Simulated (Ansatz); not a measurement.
## Stack of In2Se2 under antimonene, upper layer turned by 180° in a perpendicular field

Wanted: the out-of-plane response of the stack of In2Se2 under antimonene, upper layer turned by 180°. A positive field points along +c.

Calculated with Ansatz 0.2.0; plane-wave DFT, PBE-D3(BJ), Ansatz PAW.

Most raw output is cut from this account.

## (1) The starting structure

The cell holds 6 atoms: 2 Se, 2 In and 2 Sb. Cell: a = 4.127 Å, b = 4.127 Å, c = 50.643 Å, α = 90.0°, β = 90.0°, γ = 120.0°. Regions: layer 1: In2Se2, 4 atoms (2 Se and 2 In); layer 2: antimonene, 2 atoms (2 Sb). Vacuum lies along c.

## (2) Relaxing the slab

The starting cell is a guess, so the in-plane lattice and the atoms are relaxed first, with the slab cut off from its images along the normal.

Contents of input.yaml:

```yaml
crystal:
  lattice:
    - [4.127, 0.0, 0.0]
    - [-2.0635, 3.5740868414, 0.0]
    - [0.0, 0.0, 50.642909466]
  atoms:
    - { symbol: Se, position: [0.3333333333, 0.6666666667, 0.4028204583] }
    - { symbol: In, position: [0.0, 0.0, 0.4255571996] }
    - { symbol: In, position: [0.0, 0.0, 0.4816361262] }
    - { symbol: Se, position: [0.3333333333, 0.6666666667, 0.5043728675] }
    - { symbol: Sb, position: [0.6666666667, 0.3333333333, 0.5645984752] }
    - { symbol: Sb, position: [0.0, 0.0, 0.5971795417] }
  periodic: [true, true, false]
kpoints:
  mp_grid: { grid: [12, 12, 1] }
hamiltonian:
  xc: pbe
  dispersion: d3bj
scf:
  occupations: { method: fermi_dirac, width: 0.05 }
  convergence: { dr2_threshold: 1.0e-09 }
relax:
  f_tol: 0.004
  max_steps: 90
  cell: {}
output:
  write_potential: true
  write_density: true
  volumetric_format: npy
```

Started as:

```console
ansatz run input.yaml --threads 4 --pin off --max-ram 8192MiB --backend cpu --events-out ev --progress --plain --runs-dir out
```

Elapsed: 4.9 min, on 4 threads of Intel Xeon at 2.50GHz (Skylake/Cascade Lake), shared host; peak memory 1.6 GiB.

Step by step:

```
step  energy less that of the first step (eV)  largest force component (eV/Å)  volume (Å³)
   1                                   0.0000                          0.6358       747.00
   2                                   0.0186                          1.2680       732.60
   3                                  -0.0701                          0.1030       739.10
   4                                  -0.0828                          0.0994       730.47
   5                                  -0.0836                          0.0292       730.35
   6                                  -0.0837                          0.0003       730.06
  7*                                  -0.0829                          0.0003       730.06
```

Relaxation steps marked * repeat the geometry before them on a plane-wave basis chosen anew for their cell, so energy and pressure can jump there. Relaxation step 2 was tried and not accepted.

Forces are held to the 6 operations that the run works with; a distortion that breaks them can't arise in this run.

```
cell as run  before  after  change
      a (Å)   4.127  4.080  -1.1 %
      b (Å)   4.127  4.080  -1.1 %
```

The atoms that moved most (Å, along periodic axes as changes of fractional coordinates times the final cell, across vacuum about the mean position):

```
atom     dx     dy      dz  length
 Se4  0.000  0.000   0.172   0.172
 Sb6  0.000  0.000  -0.151   0.151
 Sb5  0.000  0.000  -0.137   0.137
 In2  0.000  0.000   0.088   0.088
 In3  0.000  0.000   0.051   0.051
 Se1  0.000  0.000  -0.023   0.023
```

The relaxed structure:

```xyz
6
Lattice="4.0800 0.0000 0.0000 -2.0400 3.5333 0.0000 0.0000 0.0000 50.6429" Properties=species:S:1:pos:R:3
Se    0.0000    2.3556   20.3768
In    0.0000    0.0000   21.6392
In    0.0000    0.0000   24.4428
Se    0.0000    2.3556   25.7146
Sb    2.0400    1.1778   28.4559
Sb    0.0000    0.0000   30.0923
```

The lattice constant a goes from 4.127 to 4.080 Å.

## (3) Atoms held, field 0, start network

A sawtooth potential applies the field, turning back in the middle of the vacuum. With the dipole correction the typed value is the field outside the slab. The induced dipole is small, so the SCF threshold is tight.

The cell differs from the one that the last finished run ended in (c 50.643 → 27.715 Å).

Contents of input.yaml:

```yaml
crystal:
  lattice:
    - [4.0799564144, 0.0, 0.0]
    - [-2.0399782072, 3.5333459012, 0.0]
    - [0.0, 0.0, 27.7154974695]
  atoms:
    - { symbol: Se, position: [0.3333333333, 0.6666666667, 0.3247280699] }
    - { symbol: In, position: [0.0, 0.0, 0.3702783033] }
    - { symbol: In, position: [0.0, 0.0, 0.4714345818] }
    - { symbol: Se, position: [0.3333333333, 0.6666666667, 0.517320453] }
    - { symbol: Sb, position: [0.6666666667, 0.3333333333, 0.6162304473] }
    - { symbol: Sb, position: [0.0, 0.0, 0.6752719301] }
kpoints:
  mp_grid: { grid: [12, 12, 1] }
  band_path:
    path: [[0, 0, 0], [0.5, 0, 0], [0.33333333, 0.33333333, 0], [0, 0, 0]]
    npoints: 16
hamiltonian:
  xc: pbe
  dispersion: d3bj
scf:
  occupations: { method: fermi_dirac, width: 0.02585 }
  convergence: { dr2_threshold: 1.0e-10 }
efield:
  axis: 3
  dipole_correction: true
  ramp_position: 0.97
  ramp_width: 0.06
  amplitude: 0
output:
  dos: { projected: true, e_range: [-6, 5] }
  write_potential: true
  write_density: true
  volumetric_format: npy
  elf: true
```

Wall time 53 s (4 threads); peak memory 1.3 GiB.

Numbers from this step:

```
dipole along the normal            : 0.01529 e·Å
gap along the path                 : 0.7614 eV
smallest direct gap along the path : 0.7614 eV
step between the vacuum levels     : -0.1919 eV
ionisation energy, upper face      : 4.770 eV
electron affinity, upper face      : 4.008 eV
ionisation energy, lower face      : 4.962 eV
gap, the smaller of path and mesh  : 0.7614 eV
```

Running mean over a fixed 2.7 Å (it still follows the layers) of the planar mean; the ramp of the sawtooth is left out. Table of electron's electrostatic potential energy less the Fermi level by z:

z (Å), electron's electrostatic potential energy less the Fermi level (eV) and a bar from the least value:
```
        4       4.55 ##############################
        5       4.55 ##############################
        6       4.52 ##############################
        7       3.82 ############################
        8       1.09 ###################
        9      -3.15 ######
       10      -4.83 #
       11      -3.08 ######
       12      -2.71 #######
       13      -4.40 ##
       14      -4.51 ##
       15      -1.27 ############
       16      -1.28 ############
       17      -3.36 #####
       18      -5.13 
       19      -2.59 ########
       20       0.89 ###################
       21       3.79 ############################
       22       4.32 #############################
       23       4.36 #############################
       24       4.36 #############################
```

The density of states has structure finer than the step of the table below, so its rows give means over 0.25 eV, whole bins alone (the curve runs from -6 to 2.35 eV). Peaks (eV: height): -3.550: 8.21, -3.350: 7.84, -3.020: 9.79, -2.550: 8.64, -2.280: 8.33, 1.030: 7.69, 1.990: 10.1.

Density of states against energy, zero at the Fermi level of the run, which the smearing sets inside the gap; means over each step:

```
energy (eV)  density of states (states/eV a cell)
      -5.75                                  1.06
      -5.50                                 0.791
      -5.25                                 0.646
      -5.00                                 0.606
      -4.75                                 0.647
      -4.50                                  1.54
      -4.25                                  5.05
      -4.00                                  2.38
      -3.75                                  2.79
      -3.50                                  5.77
      -3.25                                  5.80
      -3.00                                  7.22
      -2.75                                  5.47
      -2.50                                  5.45
      -2.25                                  5.36
      -2.00                                  3.90
      -1.75                                  3.73
      -1.50                                  3.40
      -1.25                                  1.94
      -1.00                                  1.60
      -0.75                                  1.32
      -0.50                                  1.77
      -0.25                                     0
       0.00                                     0
       0.25                               0.00169
       0.50                                 0.197
       0.75                                  2.73
       1.00                                  5.67
       1.25                                  4.67
       1.50                                  2.39
       1.75                                  5.00
       2.00                                  4.50
```

Projected DOS per atom over height of the atomic layer and energy from the Fermi level. Layers: Se In In Se Sb Sb from below.

Ten even steps from '_' (0.00 states/eV) to '@' (2.03 states/eV), each cell a mean:
```
__..____::::
..----..##++
::--==::....
==++++--::--
........__..
____________
____________
________::::
________::--
________--==
::__..::++++
==....::====
##::::++====
@@::..##--==
@@::::@@----
##--..++----
::....--....
::..--##--..
..____..____
____________
..____..____
........____
```
Columns: height of the atomic layer (Å) from 9 to 18.7 (not evenly spaced); rows upwards: energy from the Fermi level (eV) from -5.96 to 2.32.

Electronic bands along the path, in eV, zero at the Fermi level of the run, which the smearing sets inside the gap:

```
  point  band 41  band 42  band 43  band 44  band 45  band 46  band 47  band 48
      Γ    -1.90    -0.71    -0.41    -0.41     0.35     1.11     1.83     2.35
halfway    -2.47    -1.68    -1.35    -0.80     0.85     1.29     1.73     2.94
      M    -2.89    -2.48    -1.96    -1.69     0.62     0.72     1.66     1.94
halfway    -3.01    -2.73    -2.25    -1.69     0.97     1.19     1.91     2.37
      K    -2.76    -2.72    -2.22    -2.16     1.16     1.17     1.42     2.74
halfway    -2.69    -2.35    -1.63    -0.73     1.29     1.59     2.13     2.48
      Γ    -1.90    -0.71    -0.41    -0.41     0.35     1.11     1.83     2.35
```

Electrostatic potential energy in the ca plane at fractional y = 1.000, with atoms of In and Sb within 0.2 Å of it. With pseudopotentials it is smooth inside the atoms' cores, unlike the true potential.

Ten even steps from '0' (-41 eV) to '9' (6 eV), each cell a mean:
```
99997300016872000379999999985333358999999999
99998621258885212689999999986433479999999999
99999876688988667889999999998766789999999999
99999888899999888899999998888888999999999999
99988899999999999888999988788999999999999999
99988899999999999888999988788999999999999999
99998899999999999888999998888999999999999999
99999887889998878899999999888877899999999999
99998753468986434789999999987544589999999999
99998410037873000479999999985333368999999999
99997200016861000278999999984333358999999999
```
Columns run along c (16.0 Å, from fractional 0.28 to 0.86 of the cell; values clipped at the 3rd and 97th percentile), rows up along a (4.1 Å). Atoms in or near the plane, at fractional coordinates: In at (0.37, 0.00), In at (0.47, 0.00), Sb at (0.68, 0.00).

Valence density in the ca plane at fractional y = 1.000, with atoms of In and Sb within 0.2 Å of it. It is the smooth field of the valence electrons, not physical close to the nuclei.

Values in units of 1e0 e/Å³, 6 rows by 16 columns, each cell a mean:
```
0.0 0.2 4.2 1.8 0.5 4.8 0.9 0.0 0.0 0.1 1.5 5.7 0.3 0.0 0.0 0.0
0.0 0.2 0.4 0.2 0.1 0.4 0.2 0.1 0.1 0.2 0.3 0.4 0.1 0.0 0.0 0.0
0.1 0.2 0.2 0.0 0.0 0.1 0.2 0.2 0.1 0.2 0.2 0.1 0.0 0.0 0.0 0.0
0.1 0.2 0.2 0.1 0.0 0.1 0.2 0.1 0.1 0.2 0.2 0.1 0.0 0.0 0.0 0.0
0.0 0.2 0.8 0.4 0.2 0.9 0.3 0.1 0.0 0.1 0.4 0.8 0.1 0.0 0.0 0.0
0.0 0.2 6.1 2.5 0.6 7.0 1.3 0.0 0.0 0.1 2.3 9.3 0.4 0.0 0.0 0.0
```
Columns run along c (16.0 Å, from fractional 0.28 to 0.86 of the cell), rows up along a (4.1 Å). Atoms in or near the plane, at fractional coordinates: In at (0.37, 0.00), In at (0.47, 0.00), Sb at (0.68, 0.00).

ELF in the ca plane at fractional y = 1.000, with atoms of In and Sb within 0.2 Å of it. It is the smooth field of the valence electrons, not physical close to the nuclei.

Values, 6 rows by 16 columns, each cell a mean:
```
0.04 0.18 0.13 0.24 0.39 0.11 0.20 0.08 0.04 0.26 0.28 0.16 0.69 0.61 0.11 0.00
0.25 0.42 0.25 0.29 0.37 0.24 0.36 0.26 0.15 0.44 0.51 0.47 0.62 0.29 0.03 0.00
0.55 0.66 0.43 0.11 0.08 0.25 0.61 0.46 0.28 0.47 0.42 0.23 0.10 0.02 0.00 0.00
0.50 0.64 0.39 0.16 0.15 0.25 0.58 0.43 0.25 0.48 0.47 0.34 0.22 0.05 0.00 0.00
0.16 0.31 0.22 0.30 0.41 0.23 0.27 0.18 0.10 0.38 0.45 0.40 0.70 0.41 0.05 0.00
0.03 0.17 0.09 0.20 0.38 0.05 0.19 0.07 0.03 0.23 0.23 0.09 0.68 0.65 0.13 0.01
```
Columns run along c (16.0 Å, from fractional 0.28 to 0.86 of the cell), rows up along a (4.1 Å). Atoms in or near the plane, at fractional coordinates: In at (0.37, 0.00), In at (0.47, 0.00), Sb at (0.68, 0.00).

The gap is 0.76 eV, with the valence edge 4.77 eV and the conduction edge 4.01 eV under the upper vacuum level. Spin-orbit coupling, left out in this run, matters for the bands of elements this heavy.

## (4) Single point, field 0.05 V/Å

Edit input.yaml of step 3 so:

```diff
@@ -28,5 +28,4 @@
   ramp_width: 0.06
-  amplitude: 0
+  amplitude: 0.05
 output:
-  dos: { projected: true, e_range: [-6, 5] }
   write_potential: true
@@ -34,2 +33 @@
   volumetric_format: npy
-  elf: true
```

Elapsed: 54 s, on 4 threads; peak memory 1.1 GiB; 3.3 min of CPU time.

The dipole is 0.0621 e·Å, 0.0468 e·Å from its value without field, and the gap 0.751 eV.

## (5) Single point, field -0.05 V/Å

Edit input.yaml of step 4 so:

```diff
@@ -28,3 +28,3 @@
   ramp_width: 0.06
-  amplitude: 0.05
+  amplitude: -0.05
 output:
```

Run time: 55 s. Hardware: 4 threads; peak memory 1.1 GiB; 3.4 min of CPU time.

The dipole is -0.0315 e·Å, -0.0468 e·Å from its value without field, and the gap 0.771 eV.

## (6) Single point, field 0.1 V/Å

Edit input.yaml of step 5 so:

```diff
@@ -26,5 +26,5 @@
   dipole_correction: true
-  ramp_position: 0.97
-  ramp_width: 0.06
-  amplitude: -0.05
+  ramp_position: 0.9672
+  ramp_width: 0.0725
+  amplitude: 0.1
 output:
```

Wall time 51 s (4 threads); peak memory 1.1 GiB.

The dipole is 0.109 e·Å, 0.0936 e·Å from its value without field, and the gap 0.741 eV.

## (7) Atoms held, field -0.1 V/Å

Edit input.yaml of step 6 so:

```diff
@@ -28,3 +28,3 @@
   ramp_width: 0.0725
-  amplitude: 0.1
+  amplitude: -0.1
 output:
```

Wall time 51 s (4 threads); peak memory 1.1 GiB; 3.2 min of CPU time.

The dipole is -0.0784 e·Å, -0.0936 e·Å from its value without field, and the gap 0.776 eV.

## (8) Single point, field 0.2 V/Å

Edit input.yaml of step 7 so:

```diff
@@ -28,3 +28,3 @@
   ramp_width: 0.0725
-  amplitude: -0.1
+  amplitude: 0.2
 output:
```

Run time: 53 s. Hardware: 4 threads; peak memory 1.1 GiB.

The dipole is 0.203 e·Å, 0.187 e·Å from its value without field, and the gap 0.722 eV.

## (9) Atoms held, field -0.2 V/Å

Edit input.yaml of step 8 so:

```diff
@@ -28,3 +28,3 @@
   ramp_width: 0.0725
-  amplitude: 0.2
+  amplitude: -0.2
 output:
```

Run time: 50 s. Hardware: 4 threads; peak memory 1.1 GiB; 3.1 min of CPU time.

The dipole is -0.172 e·Å, -0.187 e·Å from its value without field, and the gap 0.785 eV.

## (10) Atoms held, field 0.3 V/Å

Edit input.yaml of step 9 so:

```diff
@@ -26,5 +26,5 @@
   dipole_correction: true
-  ramp_position: 0.9672
-  ramp_width: 0.0725
-  amplitude: -0.2
+  ramp_position: 0.9646
+  ramp_width: 0.0777
+  amplitude: 0.3
 output:
```

Run time: 51 s. Hardware: 4 threads; peak memory 1.1 GiB.

The dipole is 0.296 e·Å, 0.281 e·Å from its value without field, and the gap 0.702 eV.

## (11) Atoms held, field -0.3 V/Å

Edit input.yaml of step 10 so:

```diff
@@ -28,3 +28,3 @@
   ramp_width: 0.0777
-  amplitude: 0.3
+  amplitude: -0.3
 output:
```

Elapsed: 51 s, on 4 threads; peak memory 1.1 GiB.

The dipole is -0.266 e·Å, -0.281 e·Å from its value without field, and the gap 0.794 eV.

## (12) Atoms held, field 0.4 V/Å

Edit input.yaml of step 11 so:

```diff
@@ -26,5 +26,5 @@
   dipole_correction: true
-  ramp_position: 0.9646
-  ramp_width: 0.0777
-  amplitude: -0.3
+  ramp_position: 0.9311
+  ramp_width: 0.1447
+  amplitude: 0.4
 output:
```

It took 51 s on 4 threads; peak memory 1.1 GiB.

The dipole is 0.390 e·Å, 0.375 e·Å from its value without field, and the gap 0.682 eV.

[end of part 1 of 2]

[Logs are printed without paths, hosts, clocks, repeated set-up lines and the standing remarks that a program may print on its own settings, such as how far it seeks lower states.]

[Hosts, paths, dates, database ids (printed as entryN), source tags and the programs' standing remarks are cut or masked in the printed files.]

[Maps of the electrostatic potential energy from Ansatz leave out the sawtooth potential of an applied field or a dipole correction, so their vacuum need not be flat; planar profiles and work functions include it.]

[The density of states shown here was stored with 400 of the rows of the run's finer table, so its peaks can read low, often by over a quarter, or be missed, and its means over a window can be off by a tenth or more.]
